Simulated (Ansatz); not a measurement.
**Au(111) with 4 layers of random Au-W, 2x2: scattering by chemical disorder**

Wanted: resistance against the alloy's length, first Au(111) with 4 layers of random Au-W, 2x2.

Method: Ansatz plane-wave DFT, PBE, PAW files; ballistic transport by layer matching (Landauer), zero bias; PAW set soft_1, in Ansatz 0.2.0.

## (1) The structure

The cell holds 40 atoms: 38 Au and 2 W. Its edges and angles: a = 5.768 Å, b = 5.768 Å, c = 23.605 Å, α = 93.5°, β = 86.5°, γ = 120.0°. It derives from Au. Regions: lead, 24 atoms (24 Au); scattering region, 16 atoms (14 Au and 2 W). The structure is stacked along c, and the current runs across the ab planes.

## (2) With 4 alloy layers

In 4 layers a share of 0.125 of the sites is given to W at random. The layers about the cell's end stay perfect and serve as the lead. Energies from -0.05 to 0.05 eV in steps of 0.05 eV are too few for the program's thermal sum, so it prints no conductance; for a metal the transmission near the Fermi level serves, at a fraction of the cost.

Contents of input.yaml:

```yaml
crystal:
  lattice:
    - [5.7675164607, 0.0, 0.0]
    - [-2.8837582304, 4.9948157718, 0.0]
    - [1.4418791152, -0.8324692953, 23.5457873532]
  atoms:
    - { symbol: Au, position: [0.9916666667, 0.0083333333, 0.05] }
    - { symbol: Au, position: [0.9916666667, 0.5083333333, 0.05] }
    - { symbol: Au, position: [0.4916666667, 0.0083333333, 0.05] }
    - { symbol: Au, position: [0.4916666667, 0.5083333333, 0.05] }
    - { symbol: Au, position: [0.1416666667, 0.3583333333, 0.15] }
    - { symbol: Au, position: [0.1416666667, 0.8583333333, 0.15] }
    - { symbol: Au, position: [0.6416666667, 0.3583333333, 0.15] }
    - { symbol: Au, position: [0.6416666667, 0.8583333333, 0.15] }
    - { symbol: Au, position: [0.2916666667, 0.2083333333, 0.25] }
    - { symbol: Au, position: [0.2916666667, 0.7083333333, 0.25] }
    - { symbol: Au, position: [0.7916666667, 0.2083333333, 0.25] }
    - { symbol: Au, position: [0.7916666667, 0.7083333333, 0.25] }
    - { symbol: Au, position: [0.9416666667, 0.0583333333, 0.35] }
    - { symbol: Au, position: [0.9416666667, 0.5583333333, 0.35] }
    - { symbol: Au, position: [0.4416666667, 0.0583333333, 0.35] }
    - { symbol: Au, position: [0.4416666667, 0.5583333333, 0.35] }
    - { symbol: Au, position: [0.0916666667, 0.4083333333, 0.45] }
    - { symbol: Au, position: [0.0916666667, 0.9083333333, 0.45] }
    - { symbol: Au, position: [0.5916666667, 0.4083333333, 0.45] }
    - { symbol: Au, position: [0.5916666667, 0.9083333333, 0.45] }
    - { symbol: Au, position: [0.2416666667, 0.2583333333, 0.55] }
    - { symbol: Au, position: [0.2416666667, 0.7583333333, 0.55] }
    - { symbol: Au, position: [0.7416666667, 0.2583333333, 0.55] }
    - { symbol: Au, position: [0.7416666667, 0.7583333333, 0.55] }
    - { symbol: W, position: [0.8916666667, 0.1083333333, 0.65] }
    - { symbol: Au, position: [0.8916666667, 0.6083333333, 0.65] }
    - { symbol: Au, position: [0.3916666667, 0.1083333333, 0.65] }
    - { symbol: W, position: [0.3916666667, 0.6083333333, 0.65] }
    - { symbol: Au, position: [0.0416666667, 0.4583333333, 0.75] }
    - { symbol: Au, position: [0.0416666667, 0.9583333333, 0.75] }
    - { symbol: Au, position: [0.5416666667, 0.4583333333, 0.75] }
    - { symbol: Au, position: [0.5416666667, 0.9583333333, 0.75] }
    - { symbol: Au, position: [0.1916666667, 0.3083333333, 0.85] }
    - { symbol: Au, position: [0.1916666667, 0.8083333333, 0.85] }
    - { symbol: Au, position: [0.6916666667, 0.3083333333, 0.85] }
    - { symbol: Au, position: [0.6916666667, 0.8083333333, 0.85] }
    - { symbol: Au, position: [0.8416666667, 0.1583333333, 0.95] }
    - { symbol: Au, position: [0.8416666667, 0.6583333333, 0.95] }
    - { symbol: Au, position: [0.3416666667, 0.1583333333, 0.95] }
    - { symbol: Au, position: [0.3416666667, 0.6583333333, 0.95] }
kpoints:
  mp_grid: { grid: [5, 5, 1] }
hamiltonian:
  xc: pbe
  pseudopotentials: { kind: paw, azcp: { folder: soft_1 } }
scf:
  occupations: { method: fermi_dirac, width: 0.1 }
output:
  transmission:
    leads: [[0, 4]]
    kmesh: [10, 10]
    e_range: [-0.05, 0.05]
    de: 0.05
  write_potential: true
  write_density: true
  volumetric_format: npy
```

Launch:

```bash
$ ansatz run input.yaml --threads 4 --pin off --max-ram 15360MiB --backend cpu --events-out ev --progress --plain --runs-dir out
```

Numbers of over 12 decimals in the logs are rounded to 6 here.

The program printed:

```text
Engine: ansatz 0.2.0, x86_64-unknown-linux-gnu
Pseudopotentials: kind: paw
Pseudopotential: Au, paw, valence charge 19, recommended cutoff 420 eV (normal), soft_1/Au.paw.azcp
Pseudopotential: W, paw, valence charge 14, recommended cutoff 420 eV (normal), soft_1/W.paw.azcp
Functional definition: PBE
  parameter kappa = 0.804
  parameter beta = 0.066725
  exchange = pbe_x(kappa = kappa, mu = beta*pi^2/3)
  correlation = pbe_c(beta = beta)
Crystal: 40 atoms, lattice volume = 678.300 Å³
Basis set: ecut = 420 eV, 13321 PW (Γ)
Bands: 450, of which v1, the nominal top of the filled ones, is band 375 counted from 1 (374 counted from 0)
Symmetry: 8 space group operations
Space group: P2/m (ITA 10), of the structure as read, at distance tolerance 8.8e-5 Å
k-points: 9 of 25
Non-local potential: Au, projectors of the file, l = 0: 3, l = 1: 2, l = 2: 2, l = 3: 1
Non-local potential: W, projectors of the file, l = 0: 3, l = 1: 2, l = 2: 2, l = 3: 1
PAW form: soft (Blöchl's): semilocal exchange-correlation on the pseudo side does not see the compensation charge
PAW one-centre angular grid: Au, 590 points (default); XC on 64 Gauss nodes
PAW one-centre angular grid: W, 590 points (default); XC on 64 Gauss nodes
Initial density: superposition of atomic densities (chi_scale 0.1, normalization cell, long waves 22 % of neutral atoms (reshape's long-wave potential 1.22 eV rms, cloud 2.98 Å wide))
Initial wavefunctions: pseudopotential atomic-orbital guess
Functional: x = pbe(κ = 0.804, μ = 0.219515), c = pbe(β = 0.066725)
SCF iter   1: F=—  HF=-520553.426210 eV  |F-HF|=—  |Δ(HF+E_count)|=         —  Δρ=1.24e-1  dr2=1.76e3  ethr=3.10e-3  ⟨swp⟩=4.1  Hψ=12048  notcnv=0  defer=129
preconditioner: auto → Kerker (q_TF=auto, 2.774 Å⁻¹)  [metal: Δε(μ)=0.008 eV  Ē_g=9.491 eV  σ=0.100 eV  W_gap=0.02  n_scr=260 (ndim 8)  ℏωp=29.6 eV  f_vac=0.000  D(μ)=28.99/eV (n_scr^D=260)]
SCF iter   2: F=—  HF=-520527.195869 eV  |F-HF|=—  |Δ(HF+E_count)|=    2.62e1  Δρ=5.91e-2  dr2=6.12e2  ethr=3.10e-3  ⟨swp⟩=2.7  Hψ=6512  notcnv=0  defer=448
SCF iter   3: F=—  HF=-520516.469248 eV  |F-HF|=—  |Δ(HF+E_count)|=    1.07e1  Δρ=2.05e-2  dr2=1.10e2  ethr=3.10e-3  ⟨swp⟩=2.7  Hψ=8515  notcnv=0  defer=447
SCF iter   4: F=—  HF=-520514.633058 eV  |F-HF|=—  |Δ(HF+E_count)|=    1.84e0  Δρ=1.07e-2  dr2=2.46e1  ethr=3.10e-3  ⟨swp⟩=2.0  Hψ=4812  notcnv=0  defer=438
SCF iter   5: F=—  HF=-520513.892568 eV  |F-HF|=—  |Δ(HF+E_count)|=   7.40e-1  Δρ=3.95e-3  dr2=6.54e0  ethr=3.10e-3  ⟨swp⟩=2.0  Hψ=3792  notcnv=0  defer=438
SCF iter   6: F=—  HF=-520513.744594 eV  |F-HF|=—  |Δ(HF+E_count)|=   1.48e-1  Δρ=1.48e-3  dr2=2.00e-1  ethr=8.72e-4  ⟨swp⟩=1.7  Hψ=4679  notcnv=0  defer=439
SCF iter   7: F=—  HF=-520513.736516 eV  |F-HF|=—  |Δ(HF+E_count)|=   8.08e-3  Δρ=6.94e-4  dr2=6.54e-2  ethr=2.67e-5  ⟨swp⟩=1.0  Hψ=3606  notcnv=0  defer=439
SCF iter   8: F=—  HF=-520513.734956 eV  |F-HF|=—  |Δ(HF+E_count)|=   1.56e-3  Δρ=2.22e-4  dr2=3.31e-3  ethr=8.72e-6  ⟨swp⟩=1.0  Hψ=3606  notcnv=0  defer=439
SCF iter   9: F=—  HF=-520513.734833 eV  |F-HF|=—  |Δ(HF+E_count)|=   1.23e-4  Δρ=6.11e-5  dr2=2.56e-4  ethr=4.41e-7  ⟨swp⟩=2.0  Hψ=3649  notcnv=0  defer=439
SCF iter  10: F=—  HF=-520513.734639 eV  |F-HF|=—  |Δ(HF+E_count)|=   1.94e-4  Δρ=1.95e-5  dr2=2.65e-5  ethr=3.41e-8  ⟨swp⟩=2.0  Hψ=3834  notcnv=0  defer=439
SCF iter  11: F=—  HF=-520513.734103 eV  |F-HF|=—  |Δ(HF+E_count)|=   5.37e-4  Δρ=7.23e-6  dr2=2.38e-6  ethr=3.53e-9  ⟨swp⟩=1.3  Hψ=4166  notcnv=0  defer=439
SCF iter  12: F=—  HF=-520513.734103 eV  |F-HF|=—  |Δ(HF+E_count)|=   1.21e-7  Δρ=2.12e-6  dr2=1.67e-7  ethr=3.17e-10  ⟨swp⟩=1.7  Hψ=3934  notcnv=0  defer=439
SCF iter  13: F=-520513.734102 eV  HF=-520513.734103 eV  |F-HF|=1.08e-8  |Δ(HF+E_count)|=   9.20e-9  Δρ=6.74e-7  dr2=1.30e-8  ethr=1.33e-11  ⟨swp⟩=10.0  Hψ=16239  notcnv=0
SCF 1 converged in 13 iterations: F = -520513.734102 eV  dr2 = 1.30e-8
  greatest PAW one-centre occupation: 1.000 electrons in one spin orbital (limit 2), on the Au atom at site 26 (counted from 0), in its partial waves of l = 0
transmission: 99 of 930 steps passed
transmission: 189 of 930 steps passed
[...]
transmission: 930 of 930 steps passed
SCF converged after 13 iterations
Free energy (F): -520513.734102 eV
Harris-Foulkes:  -520513.734103 eV  (|F-HF|=1.08e-8)
Internal energy: -520513.155160 eV  (E = F + TS)
E sigma→0 (E₀):  -520513.444631 eV
Entropy (-TS):   -0.578942 eV (-14.474 meV/atom)
Fermi energy:    20.775124 eV
--- Per-component energies (eV) ---
  E_band       = -8051.316665
  E_kinetic    = 22811.084631
  E_local      = -66803.592667  (includes V_loc(G=0)·N_el)
  E_nonlocal   = 3668.133609
  E_hartree    = 29025.243024
  E_xc         = -8725.145965
  E_vxc        = -10410.928200  (∫ρ·V_xc dr)
  E_paw        = -386950.006753  (= ΣΔE_a)
  E_vpaw       = -15366.565316  (= ΣTr[D̂ρ^β])
  E_aug_tail   = 0.065099  (compensation charges beyond the density's cutoff)
  E_ewald      = -113538.936138
  E_smearing   = -0.578942  (= −TS)
  E_closure    = -0.000000  (closes the sum)
  Σ components = -520513.734102   (vs F -520513.734102, Δ=0.00e0)
--- Band table (eV; the first three rows and the last of 9) ---
  k-point 0: bands = [... 371 lower, 20.8179, 21.1349, 21.2457, 21.2704, 21.3197, 21.4301, 21.5188, 21.5989, ... 71 higher]
  k-point 1: bands = [... 371 lower, 20.4703, 20.6232, 20.7491, 20.7908, 20.8263, 20.9126, 20.9347, 21.0505, ... 71 higher]
  k-point 2: bands = [... 371 lower, 20.4520, 20.5353, 20.5584, 20.6366, 20.6699, 20.9137, 20.9460, 21.0888, ... 71 higher]
  k-point 8: bands = [... 371 lower, 20.4510, 20.5283, 20.5288, 20.5690, 20.6095, 20.9094, 21.0588, 21.0967, ... 71 higher]
--- Transmission ---
  basis      : 253 plane waves across, 30 finite elements along
  points     : 31, standing for a mesh of 10 x 10
  energies   : 3 from -0.050000 to 0.050000 eV about the Fermi level, 0.050000 eV apart; the leads are filled to 0.000000 eV, and channels, transmission and decay are at 0.000000 eV
  crystal 0  : Au4, at the sites [0, 4], period 2.3546 Å, over 21.19 Å; its Hamiltonian steps by up to 11.6 meV
    offset         : up to 0.0000 Å between an atom of the period and one for which it stands
    channels       : 3.210000e0 a spin
    conductance    : none, the energies end too early or step too widely for 300 K: set another output.transmission.e_range or a lower de, or, where they end at an eighth of basis.ecutwfc, a higher one
  junction   : crystal 0 to crystal 0, 4.01 to 25.20 Å
    transmission   : 1.372633e0 a spin
    conductance    : none, the energies end too early or step too widely for 300 K: set another output.transmission.e_range or a lower de, or, where they end at an eighth of basis.ecutwfc, a higher one
```

Run time: 3.5 min. Hardware: 4 threads of Intel Xeon Platinum 8488C (Sapphire Rapids), shared host; peak memory 5.6 GiB; 12 min of CPU time.

The column dr2 measures how far the density is from self-consistency, as an energy; F and HF (Harris–Foulkes) agree once it is small.

Numbers from this step:

| Item | Value |
| --- | --- |
| free energy | -520513.7341 eV |
| energy at zero smearing | -520513.4446 eV |
| Fermi energy | 20.78 eV |
| cell area | 28.81 Å² |
| transmission per spin nearest the Fermi level | 1.373 |
| open channels per spin nearest the Fermi level | 3.21 |
| step of the lead's potential | 11.6 meV |

Per spin. Table of transmission, zone mean by energy, zero at the Fermi level:

| energy (eV) | transmission, zone mean |
| --- | --- |
| -0.0500 | 1.43 |
| 0.0000 | 1.37 |
| 0.0500 | 1.35 |

Per spin. The open channels, zone mean, lead stays at 3.21 for energy from -0.05 to 0.05 eV.

Transmission over k1 and k2. At 0.0000 eV from the Fermi level.

Values, 10 rows by 10 columns:
```
1.39 1.97 1.18 0.94 1.14 1.55 1.25 1.60 1.04 1.24
1.17 1.18 1.86 0.88 0.69 1.22 1.26 1.48 1.10 1.04
1.17 0.94 0.88 2.56 1.71 2.27 0.62 0.78 1.48 1.60
1.02 1.14 0.69 1.71 2.02 2.42 1.54 0.62 1.26 1.25
1.73 1.55 1.22 2.27 2.42 1.63 2.42 2.27 1.22 1.55
1.02 1.25 1.26 0.62 1.54 2.42 2.02 1.71 0.69 1.14
1.17 1.60 1.48 0.78 0.62 2.27 1.71 2.56 0.88 0.94
1.17 1.04 1.10 1.48 1.26 1.22 0.69 0.88 1.86 1.18
1.39 1.24 1.04 1.60 1.25 1.55 1.14 0.94 1.18 1.97
2.02 1.39 1.17 1.17 1.02 1.73 1.02 1.17 1.17 1.39
```
Columns: k1 (b1) from -0.5 to 0.4; rows upwards: k2 (b2) from -0.5 to 0.4.

Open channels over k1 and k2. At 0.0000 eV from the Fermi level.

Ten even steps from '0' (3.00) to '9' (4.00):
```
0900090000
0090090000
0009090000
0000000000
9999000999
0000000000
0000090900
0000090090
0000090009
9000090000
```
Columns: k1 (b1) from -0.5 to 0.4; rows upwards: k2 (b2) from -0.5 to 0.4.

Over the solved energies the transmission per spin lies between 1.35 and 1.43, out of 3.21 channels of the lead on average (up to 3.21).

## (3) With 8 alloy layers

In 8 layers a share of 0.125 of the sites is given to W at random. A fresh draw is used; the growth of the resistance with length is what counts.

System of this step: Au(111) with 8 layers of random Au-W, 2x2. The cell holds 56 atoms: 52 Au and 4 W. Cell: a = 5.768 Å, b = 5.768 Å, c = 33.006 Å, α = 87.5°, β = 92.5°, γ = 120.0°. It derives from Au. Regions: lead, 24 atoms (24 Au); scattering region, 32 atoms (28 Au and 4 W). The structure is stacked along c, and the current runs across the ab planes.

Contents of input.yaml:

```yaml
crystal:
  lattice:
    - [5.7675164607, 0.0, 0.0]
    - [-2.8837582304, 4.9948157718, 0.0]
    - [-1.4418791152, 0.8324692953, 32.9641022945]
  atoms:
    - { symbol: Au, position: [0.005952381, 0.994047619, 0.0357142857] }
    - { symbol: Au, position: [0.005952381, 0.494047619, 0.0357142857] }
    - { symbol: Au, position: [0.505952381, 0.994047619, 0.0357142857] }
    - { symbol: Au, position: [0.505952381, 0.494047619, 0.0357142857] }
    - { symbol: Au, position: [0.1845238095, 0.3154761905, 0.1071428571] }
    - { symbol: Au, position: [0.1845238095, 0.8154761905, 0.1071428571] }
    - { symbol: Au, position: [0.6845238095, 0.3154761905, 0.1071428571] }
    - { symbol: Au, position: [0.6845238095, 0.8154761905, 0.1071428571] }
    - { symbol: Au, position: [0.3630952381, 0.1369047619, 0.1785714286] }
    - { symbol: Au, position: [0.3630952381, 0.6369047619, 0.1785714286] }
    - { symbol: Au, position: [0.8630952381, 0.1369047619, 0.1785714286] }
    - { symbol: Au, position: [0.8630952381, 0.6369047619, 0.1785714286] }
    - { symbol: Au, position: [0.0416666667, 0.9583333333, 0.25] }
    - { symbol: Au, position: [0.0416666667, 0.4583333333, 0.25] }
    - { symbol: W, position: [0.5416666667, 0.9583333333, 0.25] }
    - { symbol: Au, position: [0.5416666667, 0.4583333333, 0.25] }
    - { symbol: Au, position: [0.2202380952, 0.2797619048, 0.3214285714] }
    - { symbol: Au, position: [0.2202380952, 0.7797619048, 0.3214285714] }
    - { symbol: Au, position: [0.7202380952, 0.2797619048, 0.3214285714] }
    - { symbol: Au, position: [0.7202380952, 0.7797619048, 0.3214285714] }
    - { symbol: Au, position: [0.3988095238, 0.1011904762, 0.3928571429] }
    - { symbol: Au, position: [0.3988095238, 0.6011904762, 0.3928571429] }
    - { symbol: Au, position: [0.8988095238, 0.1011904762, 0.3928571429] }
    - { symbol: Au, position: [0.8988095238, 0.6011904762, 0.3928571429] }
    - { symbol: Au, position: [0.0773809524, 0.9226190476, 0.4642857143] }
    - { symbol: Au, position: [0.0773809524, 0.4226190476, 0.4642857143] }
    - { symbol: Au, position: [0.5773809524, 0.9226190476, 0.4642857143] }
    - { symbol: Au, position: [0.5773809524, 0.4226190476, 0.4642857143] }
    - { symbol: W, position: [0.255952381, 0.244047619, 0.5357142857] }
    - { symbol: Au, position: [0.255952381, 0.744047619, 0.5357142857] }
    - { symbol: Au, position: [0.755952381, 0.244047619, 0.5357142857] }
    - { symbol: Au, position: [0.755952381, 0.744047619, 0.5357142857] }
    - { symbol: Au, position: [0.4345238095, 0.0654761905, 0.6071428571] }
    - { symbol: Au, position: [0.4345238095, 0.5654761905, 0.6071428571] }
    - { symbol: Au, position: [0.9345238095, 0.0654761905, 0.6071428571] }
    - { symbol: Au, position: [0.9345238095, 0.5654761905, 0.6071428571] }
    - { symbol: Au, position: [0.1130952381, 0.8869047619, 0.6785714286] }
    - { symbol: Au, position: [0.1130952381, 0.3869047619, 0.6785714286] }
    - { symbol: W, position: [0.6130952381, 0.8869047619, 0.6785714286] }
    - { symbol: Au, position: [0.6130952381, 0.3869047619, 0.6785714286] }
    - { symbol: Au, position: [0.2916666667, 0.2083333333, 0.75] }
    - { symbol: Au, position: [0.2916666667, 0.7083333333, 0.75] }
    - { symbol: Au, position: [0.7916666667, 0.2083333333, 0.75] }
    - { symbol: W, position: [0.7916666667, 0.7083333333, 0.75] }
    - { symbol: Au, position: [0.4702380952, 0.0297619048, 0.8214285714] }
    - { symbol: Au, position: [0.4702380952, 0.5297619048, 0.8214285714] }
    - { symbol: Au, position: [0.9702380952, 0.0297619048, 0.8214285714] }
    - { symbol: Au, position: [0.9702380952, 0.5297619048, 0.8214285714] }
    - { symbol: Au, position: [0.1488095238, 0.8511904762, 0.8928571429] }
    - { symbol: Au, position: [0.1488095238, 0.3511904762, 0.8928571429] }
    - { symbol: Au, position: [0.6488095238, 0.8511904762, 0.8928571429] }
    - { symbol: Au, position: [0.6488095238, 0.3511904762, 0.8928571429] }
    - { symbol: Au, position: [0.3273809524, 0.1726190476, 0.9642857143] }
    - { symbol: Au, position: [0.3273809524, 0.6726190476, 0.9642857143] }
    - { symbol: Au, position: [0.8273809524, 0.1726190476, 0.9642857143] }
    - { symbol: Au, position: [0.8273809524, 0.6726190476, 0.9642857143] }
kpoints:
  mp_grid: { grid: [5, 5, 1] }
hamiltonian:
  xc: pbe
  pseudopotentials: { kind: paw, azcp: { folder: soft_1 } }
scf:
  occupations: { method: fermi_dirac, width: 0.1 }
output:
  transmission:
    leads: [[0, 4]]
    kmesh: [10, 10]
    e_range: [-0.05, 0.05]
    de: 0.05
  write_potential: true
  write_density: true
  volumetric_format: npy
```

The program printed:

```text
[...]
Crystal: 56 atoms, lattice volume = 949.619 Å³
Basis set: ecut = 420 eV, 18659 PW (Γ)
Bands: 627, of which v1, the nominal top of the filled ones, is band 522 counted from 1 (521 counted from 0)
Symmetry: 2 space group operations
[...]
k-points: 9 of 25 (time reversal used)
[...]
SCF iter   1: F=—  HF=-725438.839561 eV  |F-HF|=—  |Δ(HF+E_count)|=         —  Δρ=1.16e-1  dr2=2.00e3  ethr=3.10e-3  ⟨swp⟩=4.0  Hψ=16711  notcnv=0  defer=158
[...]
SCF iter  14: F=-725396.254238 eV  HF=-725396.254238 eV  |F-HF|=2.29e-8  |Δ(HF+E_count)|=   4.19e-9  Δρ=3.44e-7  dr2=2.38e-8  ethr=9.58e-12  ⟨swp⟩=9.8  Hψ=20796  notcnv=0
SCF 1 converged in 14 iterations: F = -725396.254238 eV  dr2 = 2.38e-8
[...]
transmission: 138 of 1364 steps passed
transmission: 274 of 1364 steps passed
[...]
transmission: 1364 of 1364 steps passed
SCF converged after 14 iterations
Free energy (F): -725396.254238 eV
[...]
Internal energy: -725395.030641 eV  (E = F + TS)
E sigma→0 (E₀):  -725395.642439 eV
Entropy (-TS):   -1.223597 eV (-21.850 meV/atom)
Fermi energy:    20.772624 eV
[...]
--- Band table (eV; the first three rows and the last of 9) ---
  k-point 0: bands = [... 518 lower, 20.9789, 21.0301, 21.0720, 21.1076, 21.1410, 21.2073, 21.2282, 21.3921, ... 101 higher]
  k-point 1: bands = [... 518 lower, 20.6602, 20.6895, 20.7498, 20.7965, 20.8727, 20.9303, 20.9655, 21.0090, ... 101 higher]
  k-point 2: bands = [... 518 lower, 20.5770, 20.6086, 20.6332, 20.6484, 20.6637, 20.6943, 20.7691, 20.8228, ... 101 higher]
  k-point 8: bands = [... 518 lower, 20.5652, 20.5879, 20.6161, 20.6178, 20.6466, 20.6909, 20.6918, 20.7757, ... 101 higher]
--- Transmission ---
  basis      : 253 plane waves across, 44 finite elements along
  points     : 31, standing for a mesh of 10 x 10
[...]
channels       : 3.170000e0 a spin
[...]
junction   : crystal 0 to crystal 0, 0.70 to 31.31 Å
    transmission   : 6.667598e-1 a spin
[...]
```

Wall time 7 min (4 threads); peak memory 8.8 GiB; 27 min of CPU time.

This step gave:

| Quantity | Value |
| --- | --- |
| free energy | -725396.2542 eV |
| energy at zero smearing | -725395.6424 eV |
| Fermi energy | 20.77 eV |
| transmission per spin nearest the Fermi level | 0.6668 |
| open channels per spin nearest the Fermi level | 3.17 |
| step of the lead's potential | 15.2 meV |

Per spin. Table of transmission, zone mean by energy, zero at the Fermi level:

| energy (eV) | transmission, zone mean |
| --- | --- |
| -0.0500 | 0.795 |
| 0.0000 | 0.667 |
| 0.0500 | 0.631 |

Over the solved energies the transmission per spin lies between 0.631 and 0.795, out of 3.20 channels of the lead on average (up to 3.21).

[end of part 1 of 2]

[Logs are printed without paths, hosts, clocks, repeated set-up lines and the standing remarks that a program may print on its own settings, such as how far it seeks lower states.]

[Hosts, paths, dates, database ids (printed as entryN), source tags and the programs' standing remarks are cut or masked in the printed files.]
